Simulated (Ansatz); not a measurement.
# Si: the cost of one run

Computed with the Python package of Ansatz 0.2.0. Level of theory: DFT PBE, plane waves, PAW.

**1. Starting point**

It takes space group I4/mmm (No. 139, tetragonal). Conventional cell: a = 3.254 Å, b = 3.254 Å, c = 2.641 Å, α = 90.00°, β = 90.00°, γ = 90.00°. Si (site symmetry 4/mmm) has 10 Si at 2.64 to 2.65 Å as nearest neighbours.

No structure file is read: the coordinates are typed or built in the script.

**2. The code**

strain.py reads:

```python
import warnings

import ansatz as az
import numpy as np
from tabulate import tabulate

SETTINGS = {
    'sigma': 0.1,
    'kgrid': (17, 17, 17),
}

VECTORS = np.array([
    [-1.62691, 1.62691, 1.32033],
    [1.62691, -1.62691, 1.32033],
    [1.62691, 1.62691, -1.32033],
])
SITES = [
    ('Si', (0.0, 0.0, 0.0)),
]


def crystal_on(cell):
    crystal = az.Crystal(lattice=az.Lattice.of(cell))
    for symbol, position in SITES:
        crystal = crystal.atom(symbol, position)
    return crystal


def main() -> None:
    warnings.simplefilter('ignore', az.DeckWarning)

    values = np.linspace(-0.02, 0.02, 5)
    energies = []
    for d in values:
        strain = np.diag([d, d, 0])
        cell = VECTORS @ (np.eye(3) + strain)
        base = (
            crystal_on(cell).calculation()
            .functional(az.Functional.PBE)
            .basis(35 * az.Ry)
            .occupations(az.OccupationsMethod.FERMI_DIRAC, width=SETTINGS['sigma'])
            .kpoints(*SETTINGS['kgrid'])
        )
        r = base.run(threads=1, pin='off').report
        energies.append(r['free_energy_ev'] / len(SITES))
        print(f'd = {d:+.4f}  F = {energies[-1]:.5f} eV/atom')
    energies = np.array(energies)

    print(tabulate(zip(values, 1000 * (energies - energies.min())), headers=['strain', 'dE (meV/atom)'], floatfmt='.3f'))
    curvature = 2 * np.polyfit(values, energies, 3)[1]
    volume = abs(np.linalg.det(VECTORS)) / len(SITES)
    print(f'd2E/dd2 over the volume: {curvature / volume * 160.21766:.1f} GPa')


if __name__ == '__main__':
    main()
```

**3. The input behind the calls**

The package turns the script's settings into the engine's input (first run):

```yaml
crystal:
  lattice:
    - [-1.5943718, 1.5943718, 1.32033]
    - [1.5943718, -1.5943718, 1.32033]
    - [1.5943718, 1.5943718, -1.32033]
  atoms:
    - { symbol: Si, position: [0.0, 0.0, 0.0] }
basis:
  ecutwfc: 476.19925930478996
kpoints:
  mp_grid:
    grid: [17, 17, 17]
hamiltonian:
  xc: pbe
scf:
  occupations:
    method: fermi_dirac
    width: 0.1
```

**4. Launch**

On the command line:

```bash
> python strain.py
```

**Question.** How long does this script take on 1 thread of Arm Neoverse V2, shared host, and how much memory does it need?

About 10 s, with a peak of 0.38 GiB.
